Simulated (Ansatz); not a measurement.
# BaTe: how the settings move a single-point run

Question: which choices in the input matter for BaTe? The cell is built on a prototype (CsCl type) and needn't be the phase found in nature.

Program: Ansatz 0.2.0. Level of theory: reference: DFT, PBE, plane waves, PAW. These are calculated values, not measurements.

4 further runs of the same task are left out: 1 for a known fault of the program, 3 that didn't finish.

## (1) The structure to begin with

Symmetry: Pm-3m, No. 221, cubic system. Conventional cell: a = 4.245 Å, b = 4.245 Å, c = 4.245 Å, α = 90.00°, β = 90.00°, γ = 90.00°. Ba (site symmetry m-3m) is surrounded by 8 Te at 3.68 Å. Around Te (site symmetry m-3m) lie 8 Ba at 3.68 Å.

Structure file:

```
Ba Te
1.0
     4.24482    0.00000    0.00000
     0.00000    4.24482    0.00000
     0.00000    0.00000    4.24482
Ba Te
1 1
Direct
  0.00000 0.00000 0.00000
  0.50000 0.50000 0.50000
```

## (2) Reference

The input, input.yaml:

```yaml
crystal:
  lattice:
    - [4.2448181589, 0.0, 0.0]
    - [0.0, 4.2448181589, 0.0]
    - [0.0, 0.0, 4.2448181589]
  atoms:
    - { symbol: Ba, position: [0.0, 0.0, 0.0] }
    - { symbol: Te, position: [0.5, 0.5, 0.5] }
kpoints:
  mp_grid: { grid: [4, 4, 4] }
hamiltonian:
  xc: pbe
scf:
  occupations: { method: fixed }
  n_extra_bands: 4
output:
  forces: true
  stress: true
  eigenvalues: true
```

Run with:

```console
ansatz run input.yaml --threads 4 --pin off --max-ram 3686MiB --backend cpu --events-out ev --progress --plain --runs-dir out
```

## (3) Changed: xc mr2scan

input.yaml, as its differences from that of step 2:

```diff
@@ -11,3 +11,3 @@
 hamiltonian:
-  xc: pbe
+  xc: mr2scan
 scf:
```

## (4) Changing settings: exchange pbe, correlation pbe, coeff 0.15, omega 0.5

input.yaml, as its differences from that of step 2:

```diff
@@ -11,3 +11,3 @@
 hamiltonian:
-  xc: pbe
+  xc: { exchange: pbe, correlation: pbe, exx: { coeff: 0.15, omega: 0.5 } }
 scf:
```

## (5) Variant: exchange pbe, correlation pbe, coeff 0.5, omega 0.3

input.yaml, as its differences from that of step 2:

```diff
@@ -11,3 +11,3 @@
 hamiltonian:
-  xc: pbe
+  xc: { exchange: pbe, correlation: pbe, exx: { coeff: 0.5, omega: 0.3 } }
 scf:
```

## (6) Changed: exchange pbe, correlation pbe, coeff 0.5

input.yaml, as its differences from that of step 2:

```diff
@@ -11,3 +11,3 @@
 hamiltonian:
-  xc: pbe
+  xc: { exchange: pbe, correlation: pbe, exx: { coeff: 0.5 } }
 scf:
```

## (7) Changed: exchange pbe, correlation pbe, coeff 0.3, omega 0.2078

input.yaml, as its differences from that of step 2:

```diff
@@ -11,3 +11,6 @@
 hamiltonian:
-  xc: pbe
+  xc:
+    exchange: pbe
+    correlation: pbe
+    exx: { coeff: 0.3, omega: 0.2078 }
 scf:
```

What does the calculation give? Wanted: for each run, ending; energy change; pressure; gap; force.

The runs gave:

```
                                                      run     ending   energy change  pressure (GPa)  gap (eV)  force (eV/Å)  cycles   time
                                                reference  converged               -             0.1      0.84          0.00       6  1.6 s
                                            1: xc mr2scan  converged  not comparable             0.1      1.19          0.00       6  2.4 s
  2: exchange pbe, correlation pbe, coeff 0.15, omega 0.5  converged  not comparable             0.0      1.00          0.00      12   28 s
   3: exchange pbe, correlation pbe, coeff 0.5, omega 0.3  converged  not comparable            -0.6      1.87          0.00      16   31 s
              4: exchange pbe, correlation pbe, coeff 0.5  converged  not comparable            -0.8      3.55          0.00      16   31 s
5: exchange pbe, correlation pbe, coeff 0.3, omega 0.2078  converged  not comparable            -0.4      1.65          0.00      14   29 s
```

Residual by cycle in the longest SCF loop of each run; runs are numbered as in the table. The quantity is the density residual dr2, in eV.

```
cycle  reference    run 1    run 2    run 3    run 4    run 5
    1    0.00218   0.0384  0.00287   0.0312   0.0304   0.0178
    2     2.3e-4  0.00905   2.1e-4  0.00394  0.00898  0.00151
    3     4.9e-5   1.5e-4   4.8e-5  0.00138   0.0027   5.7e-4
    4     2.0e-6   2.1e-5   9.7e-6   2.3e-4   6.4e-4   8.3e-5
    5     9.7e-8   1.0e-6   3.4e-7   5.3e-5   1.7e-4   1.9e-5
    6    9.4e-10   2.8e-8   3.3e-7   7.6e-6   4.6e-5   1.3e-5
    7          -        -   7.3e-9        -        -   3.8e-7
```

What this shows: Of the variants the dearest is «exchange pbe, correlation pbe, coeff 0.5, omega 0.3» (31 s), the cheapest «xc mr2scan» (2.4 s), on a shared host. The gap of the reference lacks spin-orbit coupling, though the cell holds Te and Ba.
